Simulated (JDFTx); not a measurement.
Crystal: TiC.

```
Ti C
1.0
     0.00000    2.16572    2.16572
     2.16572    0.00000    2.16572
     2.16572    2.16572    0.00000
Ti C
1 1
Cartesian
  0.0000 0.0000 0.0000
  2.1657 2.1657 2.1657
```

The cell is a database's computed one.

Base run:

```yaml
Program: JDFTx 1.7.0 (patched build)
Functional: PBE
Potentials_or_basis: PseudoDojo-SR-PBE-0.5-standard
Cutoff: 1143 eV
Density_cutoff: 4572 eV
k_mesh: 11 × 11 × 11
Occupations: fermi-dirac, width 0.05 eV
Spin: no spin polarisation
```

Its results: band gap on the k mesh none (metal or under the smearing width); pressure 0.3 GPa.

The run is repeated on the same cell with these changes: functional from PBE to PBEsol; potentials or basis from PseudoDojo-SR-PBE-0.5-standard to PseudoDojo-SR-PBEsol-0.4.1-standard with smoothed tails; density cutoff from 4572 eV to 9143 eV. What comes out?

Band gap on the k mesh none (metal or under the smearing width); pressure -6.5 GPa.

Not every run made on this cell is shown here.
